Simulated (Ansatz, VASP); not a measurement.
W: VASP beside Ansatz

File INCAR:

```
SYSTEM = W
PREC     = Accurate       ! precision mode
ENCUT    = 520            ! plane-wave cutoff, eV
EDIFF    = 1E-6           ! SCF threshold, eV
ISMEAR   = 0              ! smearing method
SIGMA    = 0.15           ! smearing width, eV
LREAL    = .False.        ! projectors in reciprocal space
LASPH    = .True.         ! aspherical terms in the spheres
NELM     = 60             ! most SCF steps
ALGO     = Fast           ! electronic algorithm
ISIF     = 2              ! what is computed and relaxed
LWAVE    = .False.        ! write WAVECAR
LCHARG   = .True.         ! write CHGCAR
GGA      = PE             ! functional
LELF     = .True.         ! ELF
LVHAR    = .True.       
NBANDS   = 13             ! bands
```

File KPOINTS:

```
regular mesh
0
Gamma
  14 14 14
  0 0 0
```

POSCAR

```
W
1.0
   -1.5917793224      1.5917793224      1.5917793224
    1.5917793224     -1.5917793224      1.5917793224
    1.5917793224      1.5917793224     -1.5917793224
W
1
Direct
    0.0000000000      0.0000000000      0.0000000000
```

Input for Ansatz:

```yaml
crystal:
  lattice:
    - [-1.5917793224, 1.5917793224, 1.5917793224]
    - [1.5917793224, -1.5917793224, 1.5917793224]
    - [1.5917793224, 1.5917793224, -1.5917793224]
  atoms:
    - { symbol: W, position: [0.0, 0.0, 0.0] }
basis:
  ecutwfc: 420
kpoints:
  mp_grid: { grid: [14, 14, 14] }
hamiltonian:
  xc: pbe
scf:
  occupations: { method: gaussian, width: 0.15 }
output:
  forces: true
  stress: true
  eigenvalues: true
  write_density: true
  write_potential: true
  elf: true
  volumetric_format: npy
```

Alike in both runs: task single point; functional PBE; k mesh 14 × 14 × 14; occupations gaussian, width 0.15 eV; no spin polarisation.

|  | VASP | Ansatz |
| --- | --- | --- |
| version | VASP 6.6.1 | Ansatz 0.2.0 |
| potentials or method | VASP PAW PBE potentials, release 64 (W_sv) | scalar-relativistic, plane waves, PAW |
| plane-wave cutoff (eV) | 520 | 420 |
| valence electrons in the cell | 14 | 14 |

Ansatz gave:

* gap on the k mesh at the Fermi level (eV): none
* pressure (GPa): 0.3

Question: Which values does VASP return?

Answer: gap on the k mesh at the Fermi level (eV): none; pressure (GPa): 0.8.

A gap of «none» marks a metal or a gap that the smearing closes.

Spin-orbit coupling is left out, which matters for the levels of W.
